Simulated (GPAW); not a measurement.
**Does Zn15CrSe16 (ZnSe32 Cr1) carry moments in GPAW?**

Wanted: the moments of Zn15CrSe16 (ZnSe32 Cr1) and the energy gained by spin polarisation.

Program: GPAW 26.7.0. Level of theory: PBE; plane waves with GPAW's PAW setups, scalar-relativistic. Results are calculated unless marked as measured.

### 1. The starting structure

It takes space group P-42m (No. 111, tetragonal). The conventional cell has a = 11.336 Å, b = 11.336 Å, c = 5.668 Å, α = 90.00°, β = 90.00°, γ = 90.00°. Nearest to Cr lie 4 Se at 2.45 Å. Nearest to Se lie 1 Cr at 2.45 Å and 3 Zn at 2.45 Å. Nearest to Zn lie 4 Se at 2.45 Å. Nearest to Se lie 4 Zn at 2.45 Å. Nearest to Se lie 4 Zn at 2.45 Å. substitutional dopants on the host's lattice, its constants typed without a cited source, atoms not relaxed. Farther neighbours and most contacts between anions are not listed.

The cell is a made-up one and need not be a known phase.

### 2. Run 1 (ferro +)

Parallel moments need no larger cell; this start tests for a ferromagnetic state only.

File order1.py:

```python
import json
import numpy as np
from ase import Atoms
from ase.parallel import paropen, parprint
from gpaw import GPAW

atoms = Atoms(['Cr', 'Se', 'Zn', 'Se', 'Zn', 'Se', 'Zn', 'Se', 'Zn', 'Se', 'Zn', 'Se', 'Zn', 'Se', 'Zn', 'Se', 'Zn', 'Se', 'Zn', 'Se', 'Zn', 'Se', 'Zn', 'Se', 'Zn', 'Se', 'Zn', 'Se', 'Zn', 'Se', 'Zn', 'Se'],
    cell=[[11.336, 0.0, 0.0],
         [0.0, 11.336, 0.0],
         [0.0, 0.0, 5.668]],
    scaled_positions=[[0.0, 0.0, 0.0],
         [0.125, 0.125, 0.25],
         [0.0, 0.25, 0.5],
         [0.125, 0.375, 0.75],
         [0.25, 0.0, 0.5],
         [0.375, 0.125, 0.75],
         [0.25, 0.25, 0.0],
         [0.375, 0.375, 0.25],
         [0.0, 0.5, 0.0],
         [0.125, 0.625, 0.25],
         [0.0, 0.75, 0.5],
         [0.125, 0.875, 0.75],
         [0.25, 0.5, 0.5],
         [0.375, 0.625, 0.75],
         [0.25, 0.75, 0.0],
         [0.375, 0.875, 0.25],
         [0.5, 0.0, 0.0],
         [0.625, 0.125, 0.25],
         [0.5, 0.25, 0.5],
         [0.625, 0.375, 0.75],
         [0.75, 0.0, 0.5],
         [0.875, 0.125, 0.75],
         [0.75, 0.25, 0.0],
         [0.875, 0.375, 0.25],
         [0.5, 0.5, 0.0],
         [0.625, 0.625, 0.25],
         [0.5, 0.75, 0.5],
         [0.625, 0.875, 0.75],
         [0.75, 0.5, 0.5],
         [0.875, 0.625, 0.75],
         [0.75, 0.75, 0.0],
         [0.875, 0.875, 0.25]],
    pbc=True,
    magmoms=[3.0, 0.0, 0.0, 0.0, 0.0, 0.0, 0.0, 0.0, 0.0, 0.0, 0.0, 0.0, 0.0, 0.0, 0.0, 0.0, 0.0, 0.0, 0.0, 0.0, 0.0, 0.0, 0.0, 0.0, 0.0, 0.0, 0.0, 0.0, 0.0, 0.0, 0.0, 0.0])
atoms.calc = GPAW(mode={'name': 'pw', 'ecut': 450},
    xc='PBE',
    kpts={'size': (3, 3, 5), 'gamma': True},
    occupations={'name': 'fermi-dirac', 'width': 0.05},
    convergence={'density': 1e-05, 'energy': 1e-05},
    maxiter=200,
    mixer={'name': 'pulay', 'beta': 0.05, 'nmaxold': 6, 'weight': 50},
    symmetry={'tolerance': 1e-4},
    txt='order1.txt')
e = atoms.get_potential_energy(force_consistent=True)
res = {'free_energy': e, 'energy_sigma0': atoms.get_potential_energy(), 'fermi_energy': atoms.calc.get_fermi_level()}
res['moments'] = atoms.get_magnetic_moments().tolist()
res['total'] = atoms.get_magnetic_moment()
parprint('site moments (muB):', np.round(res['moments'], 3))
parprint(f"total moment: {res['total']:.3f} muB")
parprint(f'free energy: {e:.6f} eV')
atoms.calc.write('order1.gpw')
with paropen('results.json', 'w') as f:
    json.dump(res, f)
```

On the command line:

```bash
$ OMP_NUM_THREADS=1 mpirun -n 4 gpaw python order1.py > order1.log
```

Numbers of over 12 decimals in the logs are rounded to 6 here.

The log of the run:

```text
site moments (muB): [ 3.269e+00 -2.200e-02  1.500e-02  1.000e-03  1.500e-02  1.000e-03
  8.000e-03 -0.000e+00  2.000e-03  1.000e-03  1.500e-02 -2.200e-02
  1.000e-03 -0.000e+00  8.000e-03  1.000e-03  2.000e-03  1.000e-03
  1.000e-03 -0.000e+00  1.500e-02 -2.200e-02  8.000e-03  1.000e-03
  2.000e-03 -0.000e+00  1.000e-03  1.000e-03  1.000e-03  1.000e-03
  8.000e-03 -2.200e-02]
total moment: 4.000 muB
free energy: -103.990989 eV

--- order1.txt ---
Input parameters:
  mode=PW(ecut=450),
  convergence={'density': 1e-05, 'energy': 1e-05},
  kpts=MonkhorstPack(size=(3, 3, 5), gamma=True),
  maxiter=200,
  mixer=Pulay(name='pulay', nmaxold=6, beta=0.05, weight=50, sigma=0.015, g_ss=None),
  occupations=Occupations(name='fermi-dirac', width=0.05),
  symmetry=Symmetry(tolerance=0.0001),
  xc=XC(name='PBE')

Diagonalizing LCAO Hamiltonian
Converting LCAO to pw mode
        .---------------------------.
       /|                           |
      / |                           |
     /  |  Se            Se         |
    /   |       Se            Se    |
   /  Zn|           Zn              |
  /    Se         Se Se         Se  |
 *      .--Zn-------------Zn--------.
 |     / Se Se         Se Se       /
 | Zn /      Zn  Zn        Zn     /
 |   Zn Zn    Se   Zn Zn    Se   /
 |  /Se            Se           /
 | /      Zn            Zn     /
 |/                           /
 Cr------------Zn------------*

Atoms  # Å, Bohr magnetons
|    | symbol |        x |        y |        z |    initial magnetic moments |
|----|--------|----------|----------|----------|-----------------------------|
|  0 |     Cr | 0.000000 | 0.000000 | 0.000000 | ( 0.0000,  0.0000,  3.0000) |
|  1 |     Se | 1.417000 | 1.417000 | 1.417000 | ( 0.0000,  0.0000,  0.0000) |
|  2 |     Zn | 0.000000 | 2.834000 | 2.834000 | ( 0.0000,  0.0000,  0.0000) |
|  3 |     Se | 1.417000 | 4.251000 | 4.251000 | ( 0.0000,  0.0000,  0.0000) |
|  4 |     Zn | 2.834000 | 0.000000 | 2.834000 | ( 0.0000,  0.0000,  0.0000) |
|  5 |     Se | 4.251000 | 1.417000 | 4.251000 | ( 0.0000,  0.0000,  0.0000) |
|  6 |     Zn | 2.834000 | 2.834000 | 0.000000 | ( 0.0000,  0.0000,  0.0000) |
|  7 |     Se | 4.251000 | 4.251000 | 1.417000 | ( 0.0000,  0.0000,  0.0000) |
|  8 |     Zn | 0.000000 | 5.668000 | 0.000000 | ( 0.0000,  0.0000,  0.0000) |
|  9 |     Se | 1.417000 | 7.085000 | 1.417000 | ( 0.0000,  0.0000,  0.0000) |
| 10 |     Zn | 0.000000 | 8.502000 | 2.834000 | ( 0.0000,  0.0000,  0.0000) |
| 11 |     Se | 1.417000 | 9.919000 | 4.251000 | ( 0.0000,  0.0000,  0.0000) |
| 12 |     Zn | 2.834000 | 5.668000 | 2.834000 | ( 0.0000,  0.0000,  0.0000) |
| 13 |     Se | 4.251000 | 7.085000 | 4.251000 | ( 0.0000,  0.0000,  0.0000) |
| 14 |     Zn | 2.834000 | 8.502000 | 0.000000 | ( 0.0000,  0.0000,  0.0000) |
| 15 |     Se | 4.251000 | 9.919000 | 1.417000 | ( 0.0000,  0.0000,  0.0000) |
| 16 |     Zn | 5.668000 | 0.000000 | 0.000000 | ( 0.0000,  0.0000,  0.0000) |
| 17 |     Se | 7.085000 | 1.417000 | 1.417000 | ( 0.0000,  0.0000,  0.0000) |
| 18 |     Zn | 5.668000 | 2.834000 | 2.834000 | ( 0.0000,  0.0000,  0.0000) |
| 19 |     Se | 7.085000 | 4.251000 | 4.251000 | ( 0.0000,  0.0000,  0.0000) |
| 20 |     Zn | 8.502000 | 0.000000 | 2.834000 | ( 0.0000,  0.0000,  0.0000) |
| 21 |     Se | 9.919000 | 1.417000 | 4.251000 | ( 0.0000,  0.0000,  0.0000) |
| 22 |     Zn | 8.502000 | 2.834000 | 0.000000 | ( 0.0000,  0.0000,  0.0000) |
| 23 |     Se | 9.919000 | 4.251000 | 1.417000 | ( 0.0000,  0.0000,  0.0000) |
| 24 |     Zn | 5.668000 | 5.668000 | 0.000000 | ( 0.0000,  0.0000,  0.0000) |
| 25 |     Se | 7.085000 | 7.085000 | 1.417000 | ( 0.0000,  0.0000,  0.0000) |
| 26 |     Zn | 5.668000 | 8.502000 | 2.834000 | ( 0.0000,  0.0000,  0.0000) |
| 27 |     Se | 7.085000 | 9.919000 | 4.251000 | ( 0.0000,  0.0000,  0.0000) |
| 28 |     Zn | 8.502000 | 5.668000 | 2.834000 | ( 0.0000,  0.0000,  0.0000) |
| 29 |     Se | 9.919000 | 7.085000 | 4.251000 | ( 0.0000,  0.0000,  0.0000) |
| 30 |     Zn | 8.502000 | 8.502000 | 0.000000 | ( 0.0000,  0.0000,  0.0000) |
| 31 |     Se | 9.919000 | 9.919000 | 1.417000 | ( 0.0000,  0.0000,  0.0000) |

Unit cell  # Å
| periodic |         x |         y |        z |   lengths |    angles |
|----------|-----------|-----------|----------|-----------|-----------|
|      yes | 11.336000 |  0.000000 | 0.000000 | 11.336000 | 90.000000 |
|      yes |  0.000000 | 11.336000 | 0.000000 | 11.336000 | 90.000000 |
|      yes |  0.000000 |  0.000000 | 5.668000 |  5.668000 | 90.000000 |

Number of symmetries: 8

BZ-sampling:
  Number of BZ points: 45
  Number of IBZ points: 9

  Monkhorst-Pack size: [3, 3, 5]
  Monkhorst-Pack shift: [0, 0, 0]

K-points  # in reciprocal-cell coordinates
|   |                                coordinates |     weight |
|---|--------------------------------------------|------------|
| 0 | (  0.00000000,   0.00000000,   0.00000000) | 0.02222222 |
| 1 | (  0.00000000,   0.00000000,   0.20000000) | 0.04444444 |
| 2 | (  0.00000000,   0.00000000,   0.40000000) | 0.04444444 |
| 3 | (  0.33333333,   0.00000000,   0.00000000) | 0.08888889 |
| 4 | (  0.33333333,   0.00000000,   0.20000000) | 0.17777778 |
| 5 | (  0.33333333,   0.00000000,   0.40000000) | 0.17777778 |
| 6 | (  0.33333333,   0.33333333,   0.00000000) | 0.08888889 |
| 7 | (  0.33333333,   0.33333333,   0.20000000) | 0.17777778 |
| 8 | (  0.33333333,   0.33333333,   0.40000000) | 0.17777778 |

Plane wave coefficients: 15823
Cutoff: 450.000000 eV

Spin-components: 2 (collinear spins)
Bands:           175
Projectors:      176
Spin-degeneracy: 1
Datatype:        complex128

Parallelization:
  kpt:    4
  domain: 1
  band:   1

Density:
  Valence electrons: 282.0
  Components: 2
  Grid points: [56 56 28]
  Charge: 0.0  # |e|

Potential:
  Grid points: [56 56 28]

species:
  Cr:
    name:    Chromium
    Z:       24.0
    valence: 6
    core:    18
    charge:  0.0  # [|e|]
    compensation charges:
      type: gauss
      rc: 0.35  # [Å]
      lmax: 2
    cutoffs:
      filter: 2.14  # [Å]
      core: 3.04  # [Å]
    projectors
    | kind |    occ | energy [eV] | rcut [Å] |
    |------|--------|-------------|----------|
    |   4s |  1.000 |      -4.007 |    1.164 |
    |   4p |  0.000 |      -0.989 |    1.217 |
    |   3d |  5.000 |      -2.913 |    1.111 |
    |    s |        |      23.205 |    1.164 |
    |    p |        |      26.223 |    1.217 |
    |    d |        |      24.299 |    1.111 |

    Using partial waves for Cr as LCAO basis

  Se:
    name:    Selenium
    Z:       34.0
    valence: 6
    core:    28
    charge:  0.0  # [|e|]
    compensation charges:
      type: gauss
      rc: 0.27  # [Å]
      lmax: 2
    cutoffs:
      filter: 1.77  # [Å]
      core: 2.67  # [Å]
    projectors
    | kind |    occ | energy [eV] | rcut [Å] |
    |------|--------|-------------|----------|
    |   4s |  2.000 |     -17.277 |    0.847 |
    |   4p |  4.000 |      -6.512 |    1.005 |
    |    s |        |       9.935 |    0.847 |
    |    p |        |      20.699 |    1.005 |
    |    d |        |       0.000 |    0.847 |

    Using partial waves for Se as LCAO basis

  Zn:
    name:    Zinc
    Z:       30.0
    valence: 12
    core:    18
    charge:  0.0  # [|e|]
    compensation charges:
      type: gauss
      rc: 0.37  # [Å]
      lmax: 2
    cutoffs:
      filter: 2.14  # [Å]
      core: 2.28  # [Å]
    projectors
    | kind |    occ | energy [eV] | rcut [Å] |
    |------|--------|-------------|----------|
    |   4s |  2.000 |      -5.977 |    1.286 |
    |   4p |  0.000 |      -1.117 |    1.270 |
    |   3d | 10.000 |     -10.142 |    1.180 |
    |    s |        |      21.234 |    1.286 |
    |    p |        |      26.095 |    1.270 |
    |    d |        |      17.070 |    1.180 |

    Using partial waves for Zn as LCAO basis

Reference energy: -1819158.791333  # eV

eigensolver:
  PPCG
  Converge bands: occupied
  niter=2

density mixing:
  Pulay-Mixer
  Linear mixing parameters: 0.05
  Old densities: 6
  Fourier metric: weight=50, sigma=0.015

occupation numbers:
  Fermi-Dirac:
    width: 0.0500  # eV

poisson solver:
  ecut: 3600.000000  # eV

xc functional:
  name: PBE with 2 nearest neighbor stencil

convergence criteria:
- Maximum integral of absolute [dens]ity change: 1e-05 electrons / valence electron
- Maximum [total energy] change in last 3 cyles: 1e-05 eV / valence electron
- Maximum integral of absolute [eigenst]ate change: 4e-08 eV^2 / valence electron
maximum number of iterations: 200

SCF iterations
|iter     |      energy | eigst |  dens |  magmom |
|---------|-------------|-------|-------|---------|
|iter:   1|       0s | -110.292336 | +1.20 |       |  +2.9805|
|iter:   2|      27s | -106.297607 | +0.27 | -1.16 |  +2.9651|
|iter:   3|      54s | -105.651038 | -0.60 | -1.23 |  +3.0213|
|iter:   4|      83s | -103.879056 | -0.25 | -1.27 |  +3.3991|
|iter:   5|     111s | -103.860534 | -0.86 | -1.54 |  +3.4801|
|iter:   6|     137s | -103.964588 | -1.04 | -1.60 |  +3.6536|
|iter:   7|     163s | -103.890884 | -1.57 | -1.75 |  +3.7468|
|iter:   8|     190s | -103.935824 | -1.83 | -1.93 |  +3.8527|
|iter:   9|     217s | -103.947958 | -2.19 | -2.12 |  +3.9525|
|iter:  10|     244s | -103.950113 | -2.51 | -2.55 |  +3.9748|
[... 13 iterations left out ...]
|iter:  24|     620s | -103.953345c| -5.46 | -4.49 |  +4.0000|
|iter:  25|     645s | -103.953347c| -5.58 | -4.76 |  +4.0000|
|iter:  26|     671s | -103.953350c| -5.80 | -4.84 |  +4.0000|
|iter:  27|     700s | -103.953350c| -5.93 | -5.02c|  +4.0001|
|iter:  28|     729s | -103.953351c| -6.09 | -5.07c|  +4.0001|
|iter:  29|     755s | -103.953351c| -6.24 | -5.14c|  +4.0001|
|iter:  30|     782s | -103.953351c| -6.39 | -5.15c|  +4.0000|
|iter:  31|     807s | -103.953351c| -6.64 | -5.19c|  +4.0000|
|iter:  32|     833s | -103.953352c| -6.80 | -5.20c|  +4.0000|
|iter:  33|     850s | -103.953352c| -7.43c| -5.25c|  +4.0000|

Converged in 33 steps
Energy contributions relative to reference atoms: (reference = -1819158.791333)

Energy contributions:
  Kinetic:         210.330609
  Coulomb:        -182.031940
  Zero:             -0.943123
  External:          0.000000
  Xc:             -131.271262
  Entropy:          -0.075274
  Spinorbit:         0.000000
  ----------------------------
  Free energy:    -103.990989
  Extrapolated:   -103.953352

dipole moment: (-91.609414, -91.609414, -88.769949)  # |e|*Ang

Total magnetic moment: (0.000000, 0.000000, 4.000033)

Local magnetic moments
|        x |        y |         z |
|----------|----------|-----------|
| 0.000000 | 0.000000 |  3.269396 |  # Cr   0
| 0.000000 | 0.000000 | -0.022294 |  # Se   1
| 0.000000 | 0.000000 |  0.015254 |  # Zn   2
| 0.000000 | 0.000000 |  0.000695 |  # Se   3
| 0.000000 | 0.000000 |  0.015254 |  # Zn   4
| 0.000000 | 0.000000 |  0.000695 |  # Se   5
| 0.000000 | 0.000000 |  0.007871 |  # Zn   6
| 0.000000 | 0.000000 | -0.000091 |  # Se   7
| 0.000000 | 0.000000 |  0.002274 |  # Zn   8
| 0.000000 | 0.000000 |  0.000695 |  # Se   9
| 0.000000 | 0.000000 |  0.015254 |  # Zn  10
| 0.000000 | 0.000000 | -0.022294 |  # Se  11
| 0.000000 | 0.000000 |  0.000535 |  # Zn  12
| 0.000000 | 0.000000 | -0.000091 |  # Se  13
| 0.000000 | 0.000000 |  0.007871 |  # Zn  14
| 0.000000 | 0.000000 |  0.000695 |  # Se  15
[...]
| 0.000000 | 0.000000 |  0.007871 |  # Zn  22
| 0.000000 | 0.000000 |  0.000695 |  # Se  23
| 0.000000 | 0.000000 |  0.001855 |  # Zn  24
| 0.000000 | 0.000000 | -0.000091 |  # Se  25
| 0.000000 | 0.000000 |  0.000535 |  # Zn  26
| 0.000000 | 0.000000 |  0.000695 |  # Se  27
| 0.000000 | 0.000000 |  0.000535 |  # Zn  28
| 0.000000 | 0.000000 |  0.000695 |  # Se  29
| 0.000000 | 0.000000 |  0.007871 |  # Zn  30
| 0.000000 | 0.000000 | -0.022294 |  # Se  31

Fermi level: 4.838
Eigenvalues  # (at kpt = [0.000, 0.000, 0.000])
| band index |      eig [eV] | occ [0-1] |      eig [eV] | occ [0-1] |
|------------|---------------|-----------|---------------|-----------|
|          0 |        -9.323 |     1.000 |        -9.318 |     1.000 |
|        ... |               |           |               |           |
|        132 |         2.719 |     1.000 |         2.922 |     1.000 |
|        133 |         2.875 |     1.000 |         2.936 |     1.000 |
|        134 |         2.875 |     1.000 |         2.936 |     1.000 |
|        135 |         2.995 |     1.000 |         2.998 |     1.000 |
|        136 |         3.581 |     1.000 |         3.768 |     1.000 |
|        137 |         3.625 |     1.000 |         3.777 |     1.000 |
|        138 |         3.625 |     1.000 |         3.777 |     1.000 |
|        139 |         3.770 |     1.000 |         5.324 |     0.000 |
|        140 |         3.857 |     1.000 |         6.387 |     0.000 |
|        141 |         4.853 |     0.428 |         6.461 |     0.000 |
|        142 |         4.936 |     0.124 |         6.582 |     0.000 |
|        143 |         4.936 |     0.124 |         6.652 |     0.000 |
|        144 |         5.273 |     0.000 |         6.652 |     0.000 |
|        145 |         6.990 |     0.000 |         7.342 |     0.000 |
|        146 |         6.994 |     0.000 |         7.437 |     0.000 |
|        147 |         6.994 |     0.000 |         7.437 |     0.000 |
|        ... |               |           |               |           |
|        174 |        10.351 |     0.000 |        10.567 |     0.000 |

No gap
No difference between direct/indirect transitions
```

It took 15 min on 4 MPI ranks of AMD EPYC 7B13 (Zen 3), shared host; peak memory 2.9 GiB; 60 min of CPU time.

Spin moment in the augmentation sphere by element, in μB:

```tsv
element	atoms	mean	spread (r.m.s.)	least	largest
Cr	1	3.27	0.00	3.27	3.27
Se	16	-0.01	0.01	-0.02	0.00
Zn	15	0.01	0.01	0.00	0.02
```

The atoms farthest from the mean of their element:

```tsv
atom	x, y, z (Å)	spin moment in the augmentation sphere (μB)
Se2	1.42, 1.42, 1.42	-0.02
Se12	1.42, 9.92, 4.25	-0.02
Se32	9.92, 9.92, 1.42	-0.02
Se22	9.92, 1.42, 4.25	-0.02
Zn11	0.00, 8.50, 2.83	0.02
Zn21	8.50, 0.00, 2.83	0.02
Zn5	2.83, 0.00, 2.83	0.02
Zn3	0.00, 2.83, 2.83	0.02
```

Read from the output:

* magnetization: 4.000 μB
* final state: ferromagnetic

After 33 cycles the largest moment stands at 3.27 μB.

[end of part 1 of 2]

[Logs and program files are shortened in this print: banners, set-up blocks, solver, clock and traceback lines can be left out without a mark of their own.]

[Logs are printed without paths, hosts, clocks, repeated set-up lines and the standing remarks that a program may print on its own settings, such as how far it seeks lower states.]

[Hosts, paths, dates, database ids (printed as entryN), source tags and the programs' standing remarks are cut or masked in the printed files.]

[Where a cell is said to come from a database of computed structures, the database is the Materials Project.]
